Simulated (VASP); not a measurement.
# MoTe2 in VASP: one cell, several levels of theory, part 3 of 3

The system is MoTe2 (rutile), a generated structure that needn't be the ground state.

VASP 6.6.1, plane waves, PAW. The steps go on from the part before.

## (4) PBEsol at this geometry

INCAR

```
ENCUT = 520.000000
SIGMA = 0.020000
EDIFF = 1.00e-07
GGA = PS
PREC = Accurate
IBRION = -1
ISIF = 2
ISMEAR = -1
NBANDS = 35
NELM = 120
NSW = 0
LASPH = .TRUE.
LCHARG = .FALSE.
LWAVE = .FALSE.
LREAL = .FALSE.
```

KPOINTS

```
KPOINTS created by Atomic Simulation Environment
0
Gamma
4 4 8
0 0 0
```

KPOINTS_OPT

```
special points
8
Reciprocal
0.0000000000 0.0000000000 0.0000000000 1
0.0000000000 0.5000000000 0.0000000000 1
0.5000000000 0.5000000000 0.0000000000 1
0.0000000000 0.0000000000 0.5000000000 1
0.0000000000 0.5000000000 0.5000000000 1
0.5000000000 0.5000000000 0.5000000000 1
0.0000000000 0.0000000000 0.1250000000 1
0.5000000000 0.5000000000 0.1500000000 1
```

POSCAR

```
Mo Te
 1.0000000000000000
     6.6419834248812828    0.0000000000000000    0.0000000000000000
     0.0000000000000000    6.6419834248812828    0.0000000000000000
     0.0000000000000000    0.0000000000000000    3.6274816013818518
 Mo  Te
   2   4
Cartesian
  0.0000000000000000  0.0000000000000000  0.0000000000000000
  3.3209917124406414  3.3209917124406414  1.8137408006909259
  1.9017074550599846  1.9017074550599846  0.0000000000000000
  1.4192842573806570  5.2226991675006254  1.8137408006909259
  5.2226991675006254  1.4192842573806570  1.8137408006909259
  4.7402759698212993  4.7402759698212993  0.0000000000000000
```

Potentials: the recommended PBE PAW datasets, 52 valence electrons in the neutral cell.

Started as:

```sh
mpirun -np 1 vasp_std
```

Standard output, without the iteration lines:

```text
POSCAR found type information on POSCAR MoTe
 POSCAR found :  2 types and       6 ions
 -----------------------------------------------------------------------------
|                                                                             |
|                                                                             |
|     You enforced a specific xc type in the INCAR file but a different       |
|     I HOPE YOU KNOW WHAT YOU ARE DOING!                                     |
|                                                                             |
 -----------------------------------------------------------------------------

 LDA part: xc-table for (Slater+PW92), standard interpolation
 POSCAR, INCAR and KPOINTS ok, starting setup
 FFT: planning ... GRIDC
 FFT: planning ... GRID_SOFT
 FFT: planning ... GRID
 WAVECAR not read
 entering main loop
 Start KPOINTS_OPT (optional k-point list driver)
k-point batch [1-8\8]
```

OSZICAR:

```text
N       E                     dE             d eps       ncg     rms          rms(c)
DAV:   1     0.373487642825E+03    0.37349E+03   -0.25206E+04  2412   0.132E+03
DAV:   2    -0.153969750324E+02   -0.38888E+03   -0.37650E+03  2612   0.314E+02
DAV:   3    -0.378675100781E+02   -0.22471E+02   -0.21886E+02  2639   0.630E+01
DAV:   4    -0.384123510118E+02   -0.54484E+00   -0.54221E+00  2475   0.961E+00
DAV:   5    -0.384271526364E+02   -0.14802E-01   -0.14800E-01  2646   0.162E+00    0.194E+01
DAV:   6    -0.381237348321E+02    0.30342E+00   -0.98488E+00  2209   0.157E+01    0.866E+00
DAV:   7    -0.374199127175E+02    0.70382E+00   -0.71111E+00  2206   0.116E+01    0.701E+00
DAV:   8    -0.371192202712E+02    0.30069E+00   -0.70366E-01  2192   0.451E+00    0.187E+00
DAV:   9    -0.371070276653E+02    0.12193E-01   -0.11993E-01  2355   0.152E+00    0.798E-01
DAV:  10    -0.371066052654E+02    0.42240E-03   -0.16533E-02  2194   0.775E-01    0.402E-01
DAV:  11    -0.371057226460E+02    0.88262E-03   -0.41278E-03  2209   0.378E-01    0.732E-02
DAV:  12    -0.371056905746E+02    0.32071E-04   -0.17299E-04  2357   0.732E-02    0.244E-02
DAV:  13    -0.371056921571E+02   -0.15826E-05   -0.12699E-05  2489   0.197E-02    0.753E-03
DAV:  14    -0.371056922293E+02   -0.72172E-07   -0.17967E-06  2301   0.782E-03    0.531E-03
DAV:  15    -0.371056918079E+02    0.42137E-06   -0.28694E-07  1678   0.277E-03    0.241E-03
DAV:  16    -0.371056917833E+02    0.24607E-07   -0.96718E-08  1184   0.164E-03
   1 F= -.37105692E+02 E0= -.37101840E+02  d E =-.770425E-02
       N       E                     dE             ncg
DAV:   1     0.233882993299E+04   -0.80912E+04      656
DAV:   2    -0.767126634313E+03   -0.31060E+04      729
DAV:   3    -0.934105107018E+03   -0.16698E+03      690
DAV:   4    -0.938222374744E+03   -0.41173E+01      661
DAV:   5    -0.938348858798E+03   -0.12648E+00      700
DAV:   6    -0.938350668782E+03   -0.18100E-02      661
DAV:   7    -0.938350754093E+03   -0.85311E-04      713
DAV:   8    -0.938350758817E+03   -0.47245E-05      653
DAV:   9    -0.938350758932E+03   -0.11413E-06      471
DAV:  10    -0.938350758938E+03   -0.68403E-08      377
```

Parts of OUTCAR:

```text
k-points           NKPTS =     30   k-points in BZ     NKDIM =     30   number of bands    NBANDS=     35

   NELECT =      52.0000    total number of electrons

   dimension x,y,z NGX =    50 NGY =   50 NGZ =   28
   dimension x,y,z NGXF=   100 NGYF=  100 NGZF=   56

  energy-cutoff  :      520.00
  volume of cell :      160.03
      direct lattice vectors                 reciprocal lattice vectors
     6.641983425  0.000000000  0.000000000     0.150557437  0.000000000  0.000000000
     0.000000000  6.641983425  0.000000000     0.000000000  0.150557437  0.000000000
     0.000000000  0.000000000  3.627481601     0.000000000  0.000000000  0.275673349

 k-points in reciprocal lattice and weights: KPOINTS created by Atomic Simulation Env
   0.00000000  0.00000000  0.00000000       0.008
   0.25000000  0.00000000  0.00000000       0.031
   0.50000000  0.00000000  0.00000000       0.016
   0.25000000  0.25000000  0.00000000       0.031
   0.50000000  0.25000000  0.00000000       0.031
   0.50000000  0.50000000  0.00000000       0.008
   0.00000000  0.00000000  0.12500000       0.016
   0.25000000  0.00000000  0.12500000       0.062
[... 22 more k-points ...]

 E-fermi :   7.5429

 k-point     1 :       0.0000    0.0000    0.0000
  band No.  band energies     occupation
      1     -53.6372      2.00000
      2     -53.6371      2.00000
      3     -27.8371      2.00000
      4     -27.8371      2.00000
      5     -27.7695      2.00000
      6     -27.7695      2.00000
      7     -27.7477      2.00000
      8     -27.7448      2.00000
      9      -5.5178      2.00000
     10      -3.9311      2.00000
     11      -3.9311      2.00000
     12      -3.7127      2.00000
     13       1.0701      2.00000
     14       2.1500      2.00000
     15       2.9061      2.00000
     16       3.7107      2.00000
     17       3.7107      2.00000
     18       4.6633      2.00000
     19       4.6633      2.00000
     20       5.6726      2.00000
     21       5.7816      2.00000
     22       6.1807      2.00000
     23       6.5218      2.00000
     24       6.9705      2.00000
     25       6.9705      2.00000
     26       7.5314      1.28074
     27       7.5314      1.28074
     28       8.4180      0.00000
     29       8.4528      0.00000
     30       8.5280      0.00000
     31       8.5323      0.00000
     32      10.4618      0.00000
     33      11.2225      0.00000
     34      11.2225      0.00000
     35      12.7136      0.00000

 k-point     2 :       0.2500    0.0000    0.0000
  band No.  band energies     occupation
      1     -53.6372      2.00000
      2     -53.6371      2.00000
      3     -27.8370      2.00000
      4     -27.8370      2.00000
      5     -27.7695      2.00000
      6     -27.7695      2.00000
      7     -27.7473      2.00000
      8     -27.7452      2.00000
      9      -5.3526      2.00000
     10      -4.2967      2.00000
     11      -3.8894      2.00000
     12      -3.6954      2.00000
     13       1.4683      2.00000
     14       2.5224      2.00000
     15       2.7563      2.00000
     16       3.5750      2.00000
     17       3.7715      2.00000
     18       4.6880      2.00000
     19       4.7005      2.00000
     20       5.2957      2.00000
     21       5.7187      2.00000
     22       6.0267      2.00000
     23       6.2511      2.00000
     24       6.6605      2.00000
     25       7.1447      2.00000
     26       7.4575      1.97243
     27       7.5513      0.79197
     28       8.1095      0.00000
     29       8.3009      0.00000
     30       8.7104      0.00000
     31       9.2814      0.00000
     32      10.8128      0.00000
     33      10.8697      0.00000
     34      11.0510      0.00000
     35      12.3503      0.00000

 k-point     3 :       0.5000    0.0000    0.0000
  band No.  band energies     occupation
      1     -53.6371      2.00000
      2     -53.6371      2.00000
      3     -27.8370      2.00000
      4     -27.8370      2.00000
      5     -27.7696      2.00000
      6     -27.7696      2.00000
      7     -27.7463      2.00000
      8     -27.7463      2.00000
      9      -4.8954      2.00000
     10      -4.8954      2.00000
     11      -3.7861      2.00000
     12      -3.7861      2.00000
     13       2.1628      2.00000
     14       2.1628      2.00000
     15       3.6038      2.00000
     16       3.6038      2.00000
     17       3.8386      2.00000
     18       3.8386      2.00000
     19       4.7266      2.00000
     20       4.7266      2.00000
     21       5.9559      2.00000
     22       5.9559      2.00000
     23       6.2647      2.00000
     24       6.2647      2.00000
     25       7.1167      2.00000
     26       7.1167      2.00000
     27       8.0045      0.00000
     28       8.0045      0.00000
     29       8.3899      0.00000
     30       8.3899      0.00000
     31      10.6339      0.00000
     32      10.6339      0.00000
     33      10.6995      0.00000
     34      10.6995      0.00000
     35      12.3989      0.00000

 k-point     4 :       0.2500    0.2500    0.0000
  band No.  band energies     occupation
      1     -53.6372      2.00000
      2     -53.6371      2.00000
      3     -27.8371      2.00000
      4     -27.8370      2.00000
      5     -27.7696      2.00000
      6     -27.7695      2.00000
      7     -27.7470      2.00000
      8     -27.7455      2.00000
      9      -5.2047      2.00000
     10      -4.3792      2.00000
     11      -4.0124      2.00000
     12      -3.7542      2.00000
     13       1.7459      2.00000
     14       2.5869      2.00000
     15       2.7961      2.00000
     16       3.7544      2.00000
     17       3.8855      2.00000
     18       4.6468      2.00000
     19       4.7275      2.00000
     20       5.4254      2.00000
     21       5.4569      2.00000
     22       5.7341      2.00000
     23       6.2102      2.00000
     24       6.5520      2.00000
     25       6.9722      2.00000
     26       7.1544      2.00000
     27       7.3140      1.99998
     28       8.3403      0.00000
     29       8.6428      0.00000
     30       8.6727      0.00000
     31       9.2032      0.00000
     32      10.6439      0.00000
     33      11.0432      0.00000
     34      11.1699      0.00000
     35      11.4917      0.00000

 k-point     5 :       0.5000    0.2500    0.0000
  band No.  band energies     occupation
      1     -53.6371      2.00000
      2     -53.6371      2.00000
      3     -27.8370      2.00000
      4     -27.8370      2.00000
      5     -27.7695      2.00000
      6     -27.7695      2.00000
      7     -27.7463      2.00000
      8     -27.7463      2.00000
      9      -4.8085      2.00000
     10      -4.8085      2.00000
     11      -3.9213      2.00000
     12      -3.9213      2.00000
     13       2.1795      2.00000
     14       2.1795      2.00000
     15       3.6274      2.00000
     16       3.6274      2.00000
     17       4.3529      2.00000
     18       4.3529      2.00000
     19       4.6754      2.00000
     20       4.6754      2.00000
     21       5.6822      2.00000
     22       5.6822      2.00000
     23       6.4599      2.00000
     24       6.4599      2.00000
     25       6.5193      2.00000
     26       6.5193      2.00000
     27       7.9937      0.00000
     28       7.9937      0.00000
     29       8.5994      0.00000
     30       8.5994      0.00000
     31       9.9498      0.00000
     32       9.9498      0.00000
     33      10.9286      0.00000
     34      10.9286      0.00000
     35      12.5748      0.00000

 k-point     6 :       0.5000    0.5000    0.0000
  band No.  band energies     occupation
      1     -53.6371      2.00000
      2     -53.6371      2.00000
      3     -27.8371      2.00000
      4     -27.8371      2.00000
      5     -27.7695      2.00000
      6     -27.7695      2.00000
      7     -27.7463      2.00000
      8     -27.7463      2.00000
      9      -4.6879      2.00000
     10      -4.6879      2.00000
     11      -4.0885      2.00000
     12      -4.0885      2.00000
     13       2.1604      2.00000
     14       2.1604      2.00000
     15       4.2001      2.00000
     16       4.2001      2.00000
     17       4.3343      2.00000
     18       4.3343      2.00000
     19       4.6305      2.00000
     20       4.6305      2.00000
     21       5.7305      2.00000
     22       5.7305      2.00000
     23       5.7566      2.00000
     24       5.7566      2.00000
     25       6.9742      2.00000
     26       6.9742      2.00000
     27       7.4262      1.99416
     28       7.4262      1.99416
     29       8.9104      0.00000
     30       8.9104      0.00000
     31       9.4266      0.00000
     32       9.4266      0.00000
     33      11.1228      0.00000
     34      11.1228      0.00000
     35      12.6953      0.00000

[... the tables of k-points 7 to 30 left out ...]

  Total       -2.6514057     -2.6514057     -3.1244091     -0.0000000      0.0000000      0.0000000
  in kB      -26.5451986    -26.5451986    -31.2807880     -0.0000000      0.0000000      0.0000000
  external PRESSURE =     -28.1237284 kB  Pullay stress =       0.0000000 kB

 POSITION                                       TOTAL-FORCE (eV/Angst)
 -----------------------------------------------------------------------------------
      0.00000      0.00000      0.00000         0.000000      0.000000      0.000000
      3.32099      3.32099      1.81374         0.000000      0.000000      0.000000
      1.90171      1.90171      0.00000        -0.034572     -0.034572      0.000000
      1.41928      5.22270      1.81374         0.034572     -0.034572      0.000000
      5.22270      1.41928      1.81374        -0.034572      0.034572     -0.000000
      4.74028      4.74028      0.00000         0.034572      0.034572     -0.000000
 -----------------------------------------------------------------------------------
    total drift:                                0.000000      0.000000     -0.000000

  FREE ENERGIE OF THE ION-ELECTRON SYSTEM (eV)
  ---------------------------------------------------
  free  energy   TOTEN  =       -37.1056917833 eV

  energy  without entropy=      -37.0979875368  energy(sigma->0) =      -37.10183966
```

Run time: 2.4 min. Hardware: 1 MPI rank of Intel Xeon Platinum 8488C, shared host; peak memory 0.38 GiB.

The levels at the points of KPOINTS_OPT are read from vasprun.xml.

Near the gap, in eV above the top of the last filled band v; c is the band after it:

```tsv
point	v−1	v	c	c+1
Γ	-0.91	-0.35	-0.35	0.54
X	-0.76	-0.76	0.13	0.13
M	-0.90	-0.90	-0.45	-0.45
Z	-0.26	-0.26	0.35	0.35
R	-1.54	-1.54	0.23	0.23
A	-0.34	-0.34	-0.29	-0.29
```

At the PBEsol level the bands overlap by 0.82 eV: a metal or semimetal. Pressure: -2.81 GPa, and the largest force is 0.049 eV/Å, on atom 3 (Te).

## (5) Summary

What follows sums up all 3 parts.

| level | gap (eV) | pressure (GPa) | largest force (eV/Å) |
| --- | --- | --- | --- |
| PBE | -0.82 | 0.80 | 0.104 |
| LDA | -0.82 | -4.43 | 0.001 |
| PBEsol | -0.82 | -2.81 | 0.049 |

A negative gap is an overlap of bands.

In words: No gap over 0.02 eV opens at any of these levels. Spin-orbit coupling is left out, though the cell holds Te (Z = 52); in an element this heavy it can shift bands and gaps by tenths of an eV. At this one volume the pressure spans -4.4 GPa (LDA) to 0.8 GPa (PBE): PBE wants the largest cell and LDA the smallest. Forces up to 0.10 eV/Å (PBE) show atoms off their equilibrium places at that level; the least is 0.001 eV/Å (LDA).
